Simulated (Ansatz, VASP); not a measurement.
NaH2 in VASP and in Ansatz

```
Na H
1.0
     3.43798    0.00000    0.00000
    -1.71899    2.97737    0.00000
     0.00000    0.00000    3.83419
Na H
1 2
Direct
  0.00000 0.00000 0.00000
  0.33333 0.66667 0.50000
  0.00000 0.00000 0.50000
```

Alike in both runs: functional PBE; k mesh 15 × 15 × 12; occupations gaussian, width 0.1 eV; no spin polarisation.

Ansatz relaxed the structure, and its values are those at the end. VASP's run is a single point on that final structure, the one shown.

|  | VASP | Ansatz |
| --- | --- | --- |
| version | VASP 6.6.1 | Ansatz 0.2.0 |
| potentials or method | VASP PAW PBE potentials, release 64 (Na_pv, H) | scalar-relativistic, plane waves, PAW |
| plane-wave cutoff (eV) | 520 | 420 |
| valence electrons in the cell | 9 | 11 |

```csv
,VASP,Ansatz,Ansatz less VASP
gap on the k mesh at the Fermi level (eV),none,none,-
pressure (GPa),0.0,0.0,+0.06
```

A gap of «none» marks a metal or a gap that the smearing closes. With one functional, cell and mesh, what is left measures potentials, basis and numerics. The two sets of potentials don't hold the same shells in valence.
